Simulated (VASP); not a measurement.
# HC60N3 (a cell with a defect) in VASP: settings compared

The runs below take HC60N3 (a cell with a defect) through single point, with PBE, LDA, r2SCAN.

Program: VASP 6.6.1. These are calculated values, not measurements. Logs are shortened: lines on timing, memory, paths and dates and some standing lists are left out, and cuts for length are marked.

### Step 1. Starting point

The cell holds a defect, 64 atoms: a = 7.140 Å, b = 7.140 Å, c = 7.140 Å, α = 90.00°, β = 90.00°, γ = 90.00°.

The cell was built by a generator and needn't be a form met in nature.

### Step 2. Single point, PBE

The input, INCAR:

```
SYSTEM = HC60N3
PREC = Accurate
ENCUT = 520
EDIFF = 1E-6
ISMEAR = 0
SIGMA = 0.03
LREAL = .False.
LASPH = .True.
NELM = 80
ALGO = Fast
ISIF = 2
LWAVE = .False.
LCHARG = .True.
GGA = PE
LELF = .True.
LVHAR = .True.
NBANDS = 166
```

The input, KPOINTS:

```
Automatic mesh
0
Gamma
  2 2 2
  0 0 0
```

The input, POSCAR:

```
HC60N3
1.0
    7.1400000000      0.0000000000      0.0000000000
    0.0000000000      7.1400000000      0.0000000000
    0.0000000000      0.0000000000      7.1400000000
H C N
1 60 3
Direct
    0.5056304000      0.5353407700      0.5204855900
    0.6319130000      0.6319130000      0.6319130000
    0.5014860000      0.7507060000      0.7507060000
    0.7507060000      0.5014860000      0.7507060000
    0.7507060000      0.7507060000      0.5014860000
    0.4950870000      0.2505090000      0.7494590000
    0.4950870000      0.7494590000      0.2505090000
    0.2505090000      0.4950870000      0.7494590000
    0.7494590000      0.4950870000      0.2505090000
    0.2505090000      0.7494590000      0.4950870000
    0.7494590000      0.2505090000      0.4950870000
    0.6235760000      0.3759650000      0.8734240000
    0.6235760000      0.8734240000      0.3759650000
    0.3759650000      0.6235760000      0.8734240000
    0.8734240000      0.6235760000      0.3759650000
    0.3759650000      0.8734240000      0.6235760000
    0.8734240000      0.3759650000      0.6235760000
    0.5050870000      0.2510410000      0.2510410000
    0.2510410000      0.5050870000      0.2510410000
    0.2510410000      0.2510410000      0.5050870000
    0.1273950000      0.6227350000      0.6227350000
    0.6227350000      0.1273950000      0.6227350000
    0.6227350000      0.6227350000      0.1273950000
    0.9999620000      0.4999560000      0.4999560000
    0.4999560000      0.9999620000      0.4999560000
    0.4999560000      0.4999560000      0.9999620000
    0.1278200000      0.3773090000      0.3773090000
    0.3773090000      0.1278200000      0.3773090000
    0.3773090000      0.3773090000      0.1278200000
    0.6239330000      0.8758650000      0.8758650000
    0.8758650000      0.6239330000      0.8758650000
    0.8758650000      0.8758650000      0.6239330000
    0.0011195000      0.7494200000      0.7494200000
    0.7494200000      0.0011195000      0.7494200000
    0.7494200000      0.7494200000      0.0011195000
    0.1237350000      0.3750450000      0.8761320000
    0.1237350000      0.8761320000      0.3750450000
    0.3750450000      0.1237350000      0.8761320000
    0.8761320000      0.1237350000      0.3750450000
    0.3750450000      0.8761320000      0.1237350000
    0.8761320000      0.3750450000      0.1237350000
    0.9987500000      0.2495250000      0.7493430000
    0.9987500000      0.7493430000      0.2495250000
    0.2495250000      0.9987500000      0.7493430000
    0.7493430000      0.9987500000      0.2495250000
    0.2495250000      0.7493430000      0.9987500000
    0.7493430000      0.2495250000      0.9987500000
    0.1237820000      0.1237820000      0.6246850000
    0.1237820000      0.6246850000      0.1237820000
    0.6246850000      0.1237820000      0.1237820000
    0.0017403000      0.2503660000      0.2503660000
    0.2503660000      0.0017403000      0.2503660000
    0.2503660000      0.2503660000      0.0017403000
    0.1249420000      0.8743930000      0.8743930000
    0.8743930000      0.1249420000      0.8743930000
    0.8743930000      0.8743930000      0.1249420000
    0.9999680000      0.9999680000      0.4998950000
    0.9999680000      0.4998950000      0.9999680000
    0.4998950000      0.9999680000      0.9999680000
    0.1254050000      0.1254050000      0.1254050000
    0.9997840000      0.9997840000      0.9997840000
    0.6351560000      0.3648080000      0.3648080000
    0.3648080000      0.6351560000      0.3648080000
    0.3648080000      0.3648080000      0.6351560000
```

Potentials or basis: VASP PAW PBE potentials, release 64 (H, C, N).

Started as:

```bash
$ cat potpaw_PBE.64/H/POTCAR potpaw_PBE.64/C/POTCAR potpaw_PBE.64/N/POTCAR > POTCAR
$ mpirun -np 1 vasp_std > vasp.out
```

OUTCAR:

```text
SYSTEM = HC60N3
   PREC = Accurate
   ENCUT = 520
   EDIFF = 1E-6
   ISMEAR = 0
   LREAL = .False.
   LASPH = .True.
   NELM = 80
   ISIF = 2
   GGA = PE

 ion  position               nearest neighbor table
   1  0.506  0.535  0.520-   2 1.39
   2  0.632  0.632  0.632-   1 1.39   3 1.52   4 1.52   5 1.52
   3  0.501  0.751  0.751-   2 1.52  30 1.54  16 1.55  14 1.55
   4  0.751  0.501  0.751-   2 1.52  31 1.54  17 1.55  12 1.55
   5  0.751  0.751  0.501-   2 1.52  32 1.54  15 1.55  13 1.55
   6  0.495  0.251  0.749-  64 1.48  38 1.54  22 1.56  12 1.56
   7  0.495  0.749  0.251-  63 1.48  40 1.54  23 1.56  13 1.56
[... 52 lines left out ...]
  60  0.125  0.125  0.125-  51 1.54  52 1.54  53 1.54  61 1.55
  61  1.000  1.000  1.000-  54 1.55  55 1.55  56 1.55  60 1.55
  62  0.635  0.365  0.365-  18 1.48  11 1.48   9 1.48
  63  0.365  0.635  0.365-  19 1.48  10 1.48   7 1.48
  64  0.365  0.365  0.635-  20 1.48   8 1.48   6 1.48

  LATTYP: Found a simple cubic cell.
 ALAT       =     7.1400000000

  Lattice vectors:

 A1 = (   7.1400000000,   0.0000000000,   0.0000000000)
 A2 = (   0.0000000000,   7.1400000000,   0.0000000000)
 A3 = (   0.0000000000,   0.0000000000,   7.1400000000)

Analysis of symmetry for initial positions (statically):
=====================================================================
 Subroutine PRICEL returns:
 Original cell was already a primitive cell.

 Routine SETGRP: Setting up the symmetry group for a
 simple cubic supercell.

 Subroutine GETGRP returns: Found  1 space group operations
 (whereof  1 operations were pure point group operations)
 out of a pool of 48 trial point group operations.

The static configuration has the point symmetry C_1 .

Analysis of symmetry for dynamics (positions and initial velocities):
=====================================================================
 Subroutine PRICEL returns:
 Original cell was already a primitive cell.

 Routine SETGRP: Setting up the symmetry group for a
 simple cubic supercell.

 Subroutine GETGRP returns: Found  1 space group operations
 (whereof  1 operations were pure point group operations)
 out of a pool of 48 trial point group operations.

The dynamic configuration has the point symmetry C_1 .

 Subroutine INISYM returns: Found  1 space group operations
 (whereof  1 operations are pure point group operations),
 and found     1 'primitive' translations

----------------------------------------------------------------------------------------

                                     Primitive cell

  volume of cell :     363.9943

  direct lattice vectors                    reciprocal lattice vectors
     7.140000000  0.000000000  0.000000000     0.140056022  0.000000000  0.000000000
     0.000000000  7.140000000  0.000000000     0.000000000  0.140056022  0.000000000
     0.000000000  0.000000000  7.140000000     0.000000000  0.000000000  0.140056022

  length of vectors
     7.140000000  7.140000000  7.140000000     0.140056022  0.140056022  0.140056022

  position of ions in fractional coordinates (direct lattice)
     0.505630400  0.535340770  0.520485590
     0.631913000  0.631913000  0.631913000
     0.501486000  0.750706000  0.750706000
     0.750706000  0.501486000  0.750706000
     0.750706000  0.750706000  0.501486000
     0.495087000  0.250509000  0.749459000
[... 56 lines left out ...]
     0.364808000  0.635156000  0.364808000
     0.364808000  0.364808000  0.635156000

  ion indices of the primitive-cell ions
   primitive index   ion index
                 1           1
                 2           2
                 3           3
                 4           4
                 5           5
                 6           6
[... 56 lines left out ...]
                63          63
                64          64

----------------------------------------------------------------------------------------

 KPOINTS: Automatic mesh

Automatic generation of k-mesh.
 Grid dimensions read from file:
 generate k-points for:    2    2    2

 Generating k-lattice:

  Cartesian coordinates                     Fractional coordinates (reciprocal lattice)
     0.070028011  0.000000000  0.000000000     0.500000000  0.000000000  0.000000000
     0.000000000  0.070028011  0.000000000     0.000000000  0.500000000  0.000000000
     0.000000000  0.000000000  0.070028011     0.000000000  0.000000000  0.500000000

  Length of vectors
     0.070028011  0.070028011  0.070028011

  Shift w.r.t. Gamma in fractional coordinates (k-lattice)
     0.000000000  0.000000000  0.000000000

 Subroutine IBZKPT returns following result:
 ===========================================

 Found      8 irreducible k-points:

 Following reciprocal coordinates:
            Coordinates               Weight
  0.000000  0.000000  0.000000      1.000000
  0.500000  0.000000  0.000000      1.000000
  0.000000  0.500000  0.000000      1.000000
  0.000000  0.000000  0.500000      1.000000
  0.500000  0.500000  0.000000      1.000000
  0.000000  0.500000  0.500000      1.000000
  0.500000  0.000000  0.500000      1.000000
  0.500000  0.500000  0.500000      1.000000
   k-points           NKPTS =      8   k-points in BZ     NKDIM =      8   number of bands    NBANDS=    166
   number of dos      NEDOS =    301   number of ions     NIONS =     64
   total plane-waves  NPLWV = 157464
   dimension x,y,z NGX =    54 NGY =   54 NGZ =   54
   dimension x,y,z NGXF=   108 NGYF=  108 NGZF=  108
   ions per type =               1  60   3
   NGX,Y,Z   is equivalent  to a cutoff of  12.57, 12.57, 12.57 a.u.
   NGXF,Y,Z  is equivalent  to a cutoff of  25.15, 25.15, 25.15 a.u.
 SYSTEM =  HC60N3
   PREC   = accura    normal or accurate (medium, high low for compatibility)
   ISTART =      0    job   : 0-new  1-cont  2-samecut
   ICHARG =      2    charge: 1-file 2-atom 10-const
   ISPIN  =      1    spin polarized calculation?
   LNONCOLLINEAR =      F non collinear calculations
   LSORBIT =      F    spin-orbit coupling
   LASPH  =      T    aspherical Exc in radial PAW
   ENCUT  =  520.0 eV  38.22 Ry    6.18 a.u.  13.28 13.28 13.28*2*pi/ulx,y,z
   NELM   =     80;   NELMIN=  2; NELMDL= -5     # of ELM steps
   EDIFF  = 0.1E-05   stopping-criterion for ELM
   LREAL  =      F    real-space projection
   EDIFFG = 0.1E-04   stopping-criterion for IOM
   NSW    =      0    number of steps for IOM
   IBRION =     -1    ionic relax: 0-MD 1-quasi-New 2-CG
   NFREE  =      0    steps in history (QN), initial steepest desc. (CG)
   ISIF   =      2    stress and relaxation
   ISYM   =      2    0-nonsym 1-usesym 2-fastsym
   POTIM  = 0.5000    time-step for ionic-motion
   TEBEG  =    0.0;   TEEND  =   0.0 temperature during run
   PSTRESS=    0.0 pullay stress
   NELECT =     256.0000    total number of electrons
   NUPDOWN=      -1.0000    fix difference up-down
   EMIN   =  10.00;   EMAX   =-10.00  energy-range for DOS
   EFERMI =   0.00;   METHOD = LEGACY
   ISMEAR =     0;   SIGMA  =   0.03  broadening in eV -4-tet -1-fermi 0-gaus
   EFERMI_NEDOS =   21; number of points for ismear=-14 and -15
   IALGO  =     68    algorithm
   IMIX   =      4    mixing-type and parameters
     AMIX     =   0.40;   BMIX     =  1.00
     AMIX_MAG =   1.60;   BMIX_MAG =  1.00
  volume/ion in A,a.u.               =       5.69        38.38
  Fermi-wavevector in a.u.,A,eV,Ry     =   1.455872  2.751200 28.838420  2.119564
  Thomas-Fermi vector in A             =   2.572856
   LORBIT       =      0    0 simple, 1 ext, 2 COOP (PROOUT), +10 PAW based schemes
   GGA     = PE    functional components
   LHFCALC =     F    Hartree Fock is set to
   AEXX    =    0.0000 exact exchange contribution
   IVDW    =     0    specifies the selected vdW correction
   LEPSILON=     F    determine dielectric tensor
   LRPA    =     F    only Hartree local field effects (RPA)
 non-spin polarized calculation
 RMM-DIIS sequential band-by-band and
 Gauss-broadening in eV      SIGMA  =   0.03
  energy-cutoff  :      520.00
  volume of cell :      363.99
 maximum number of plane-waves:      9808
 NGX is ok and might be reduce to    54
   NGX = 27   NGY = 27   NGZ = 27

 number of electron     256.0000002 magnetization

 Free energy of the ion-electron system (eV)
  ---------------------------------------------------
  ext. energy  EPLUGINS =         0.00000000
  ---------------------------------------------------
  free energy    TOTEN  =      -569.60822596 eV

  energy without entropy =     -569.60822596  energy(sigma->0) =     -569.60822596

 E-fermi :  10.3225     XC(G=0): -13.1774

 val. band max:       10.1707537136   @ k =   0.0000   0.0000   0.0000
 cond. band min:      13.4916870158   @ k =   0.0000   0.5000   0.0000
 fundamental gap:      3.3209333022
 Fermi energy:        10.3224514888

 k-point     1 :       0.0000    0.0000    0.0000
  band No.  band energies     occupation
      1     -12.2703      2.00000
      2     -10.7150      2.00000
      3     -10.6355      2.00000
      4     -10.1942      2.00000
      5      -9.7627      2.00000
      6      -9.7606      2.00000
[... 132 lines left out ...]
    139      14.3453      0.00000
    140      14.4750      0.00000

 k-point     2 :       0.5000    0.0000    0.0000
  band No.  band energies     occupation
      1     -11.8839      2.00000
      2     -11.5660      2.00000
      3     -10.6013      2.00000
      4     -10.0175      2.00000
      5      -9.6095      2.00000
      6      -9.2467      2.00000
[... 990 lines left out ...]
    139      15.4711      0.00000
    140      15.4737      0.00000
 [bands above 140 left out]

------------------------ aborting loop because EDIFF is reached ----------------------------------------

  FORCE on cell =-STRESS in cart. coord.  units (eV):
  Direction    XX          YY          ZZ          XY          YZ          ZX
  --------------------------------------------------------------------------------------
  -------------------------------------------------------------------------------------
  Total        0.1974670      1.7841943      0.9676274     -2.5154185     -1.7746656     -3.3812504
  in kB        0.8691814      7.8534069      4.2591613    -11.0720030     -7.8114646    -14.8830958
  external PRESSURE =       4.3272499 kB  Pullay stress =       0.0000000 kB

 VOLUME and BASIS-vectors are now :
 -----------------------------------------------------------------------------
  energy-cutoff  :      520.00
  volume of cell :      363.99
      direct lattice vectors                 reciprocal lattice vectors
     7.140000000  0.000000000  0.000000000     0.140056022  0.000000000  0.000000000
     0.000000000  7.140000000  0.000000000     0.000000000  0.140056022  0.000000000
     0.000000000  0.000000000  7.140000000     0.000000000  0.000000000  0.140056022

 POSITION                                       TOTAL-FORCE (eV/Angst)
 -----------------------------------------------------------------------------------
      3.61020      3.82233      3.71627         2.895286      1.810384      2.252740
      4.51186      4.51186      4.51186        -2.265630     -1.364137     -1.807294
      3.58061      5.36004      5.36004         0.261573     -0.124127     -0.117894
      5.36004      3.58061      5.36004        -0.390378      0.015337     -0.385994
      5.36004      5.36004      3.58061        -0.262755     -0.263992      0.135057
      3.53492      1.78863      5.35114         0.131816      0.003647      0.019529
[... 56 lines left out ...]
      2.60473      4.53501      2.60473        -0.055956     -0.211251      0.002341
      2.60473      2.60473      4.53501        -0.115919     -0.052087     -0.134297
 -----------------------------------------------------------------------------------
    total drift:                                0.000119      0.000054      0.000113

  FREE ENERGIE OF THE ION-ELECTRON SYSTEM (eV)
  ---------------------------------------------------
  free  energy   TOTEN  =      -569.6082259642 eV

  energy  without entropy=     -569.6082259642  energy(sigma->0) =     -569.60822596
```

It took 14 min on 1 thread of Intel Xeon Platinum 8559C (Emerald Rapids), shared host; peak memory 0.6 GiB.

What came out:

```
Free energy            : -569.6082 eV
Pressure               : 0.4 GPa
Largest force          : 4.091 eV/Å
Band gap on the k mesh : 3.32 eV, indirect (least direct gap 3.38 eV)
```

Forces on the atoms (eV/Å):
```
H    2.895  1.810  2.253
C   -2.266 -1.364 -1.807
C    0.262 -0.124 -0.118
C   -0.390  0.015 -0.386
C   -0.263 -0.264  0.135
C    0.132  0.004  0.020
C    0.193  0.112 -0.093
C   -0.058  0.074  0.095
C    0.015  0.045  0.023
C   -0.143  0.166  0.153
C   -0.014  0.043  0.067
C    0.032  0.013  0.002
C    0.027 -0.001  0.043
C    0.031  0.027  0.001
C    0.001  0.032  0.005
C    0.051  0.002  0.026
C    0.004 -0.004  0.035
C    0.046 -0.072 -0.064
C   -0.157 -0.103 -0.164
C   -0.101 -0.116 -0.011
C   -0.007 -0.030 -0.017
C   -0.001 -0.002 -0.010
C   -0.004 -0.027 -0.004
C   -0.040  0.002  0.000
C    0.000 -0.019  0.001
C   -0.001  0.003 -0.032
C   -0.003  0.013  0.027
C    0.013  0.002  0.003
C    0.026  0.003 -0.001
C   -0.071  0.076  0.080
C    0.031 -0.002  0.026
C    0.056  0.047 -0.036
C   -0.012  0.017  0.003
C   -0.005 -0.018  0.007
C   -0.007  0.018 -0.016
C    0.006 -0.020 -0.022
C    0.020 -0.033 -0.040
C   -0.028  0.008 -0.020
C   -0.012 -0.001 -0.011
C   -0.047 -0.035  0.022
C   -0.014 -0.009 -0.002
C   -0.002 -0.006 -0.021
C   -0.010 -0.020 -0.005
C   -0.019 -0.007 -0.024
C   -0.025 -0.001 -0.020
C   -0.011 -0.021 -0.013
C   -0.023 -0.013  0.002
C    0.012  0.016  0.008
C    0.025  0.038  0.026
C   -0.011  0.010  0.007
C    0.004 -0.005 -0.014
C   -0.008  0.014 -0.001
C   -0.015  0.000  0.008
C    0.005  0.000  0.002
C   -0.002  0.006 -0.005
C    0.001 -0.003  0.006
C    0.033  0.014  0.053
C    0.027  0.015  0.019
C    0.086  0.022  0.034
C   -0.008 -0.009 -0.008
C   -0.008 -0.001 -0.005
N   -0.078 -0.072 -0.092
N   -0.056 -0.211  0.002
N   -0.116 -0.052 -0.134
```

Stress tensor (GPa, compression positive):
```
 0.09 -1.11 -1.49
-1.11  0.79 -0.78
-1.49 -0.78  0.43
```

Caveat: the k mesh is coarse (spacing up to 0.44 Å⁻¹), so the values aren't converged. PBE gaps usually lie below the measured ones, often by a third to a half.

(Continued in part 2 of 3.)
